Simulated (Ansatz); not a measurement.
Piezoelectric films for bulk acoustic wave filters

Plane-wave DFT in Ansatz, PBEsol, scalar-relativistic PAW potentials, cutoff 420 eV, no spin-orbit coupling; no spin polarisation. Relaxed polar crystals, polar axis along z; elastic and piezoelectric constants with ions relaxed at zero field, permittivity at fixed strain.

```csv
crystal,atoms in primitive cell,"e33, size (C/m²)",C33 (GPa),ε33,density (kg/m³)
AlN (P6_3mc),4,1.613,353.1,9.76,3253
SiC (P6_3mc),4,0.481,544.1,11.45,3220
CdS (P6_3mc),4,0.407,94.7,10.08,4855
```

Give the thickness-mode coupling, the sound velocity along z and the film thickness for 2.4 GHz.

The field stiffens the wave: C^D = C33 + e33²/(ε33 ε₀), k_t² = e33²/(ε33 ε₀ C^D), v = √(C^D/ρ), ε₀ = 8.854×10⁻¹² F/m, and a free plate has its parallel resonance (open circuit) at t = v/2f.
```csv
crystal,C^D (GPa),k_t² (%),v (m/s),t (nm)
AlN (P6_3mc),383.2,7.86,10853,2261
CdS (P6_3mc),96.5,1.92,4459,929
SiC (P6_3mc),546.4,0.42,13028,2714
```

AlN (P6_3mc) couples most, with the largest e33 as well. The series resonance lies below the parallel one by a share of about 4k_t²/π², 3.2 % for AlN (P6_3mc), and that spacing sets a filter's bandwidth. Measured AlN films reach a k_t² of about 6.5 %. An e33 under 0.5 C/m², as in SiC (P6_3mc), CdS (P6_3mc), is often what is left of a clamped-ion and an internal-strain part of opposite sign, so k_t², which goes as its square, can be off twofold or more there. Electrodes add mass, so a real film is thinner for the same frequency; losses, leakage and the temperature drift weren't computed.

Cost: about 61 core-minutes for the runs cited, on Arm Neoverse V2, AMD EPYC 7R43 (Zen 3), Arm Neoverse V1 (shared hosts).